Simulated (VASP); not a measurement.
Write the native input for VASP 6.6.1 that does the following.

```yaml
Task: single point
Functional: PBE
Potentials_or_basis: VASP PAW PBE potentials, release 64 (Zr_sv, B)
Cutoff: 520 eV
k_mesh: 6 × 6 × 6
Occupations: gaussian, width 0.1 eV
Spin: no spin polarisation
Dipole_correction: no
Further_INCAR_settings: ALGO = Normal; EDIFF = 1e-07; NBANDS = 14
```

The structure of ZrB lies in POSCAR:

```
ZrB
1.0
    0.0000000000      2.4515811075      2.4515811075
    2.4515811075      0.0000000000      2.4515811075
    2.4515811075      2.4515811075      0.0000000000
Zr B
1 1
Direct
    0.0000000000      0.0000000000      0.0000000000
    0.5000000000      0.5000000000      0.5000000000
```

The input as run:

INCAR

```
SYSTEM = ZrB
PREC     = Accurate       ! precision mode
ENCUT    = 520            ! plane-wave cutoff, eV
EDIFF    = 1E-7           ! SCF threshold, eV
ISMEAR   = 0              ! smearing method
SIGMA    = 0.1            ! smearing width, eV
LREAL    = .False.        ! projectors in reciprocal space
LASPH    = .True.         ! aspherical terms in the spheres
NELM     = 100            ! most SCF steps
ALGO     = Normal         ! electronic algorithm
ISIF     = 2              ! what is computed and relaxed
LWAVE    = .False.        ! write WAVECAR
LCHARG   = .True.         ! write CHGCAR
GGA      = PE             ! functional
LELF     = .True.         ! ELF
LVHAR    = .True.       
NBANDS   = 14             ! bands
```

KPOINTS

```
Automatic mesh
0
Gamma
  6 6 6
  0 0 0
```

Potentials or basis: VASP PAW PBE potentials, release 64 (Zr_sv, B).

Command:

```console
$ cat potpaw_PBE.64/Zr_sv/POTCAR potpaw_PBE.64/B/POTCAR > POTCAR
$ mpirun -np 1 vasp_std > vasp.out
```

It gave:

* Pressure: 0.3 GPa
* Band gap on the k mesh: none (metal or under the smearing width)

Caveat: the k mesh is coarse (spacing up to 0.37 Å⁻¹), so the values aren't converged.

It took 14 s on 1 thread of Intel(R) Xeon(R) Platinum 8488C (Sapphire Rapids) (shared host), peak memory 0.15 GiB.
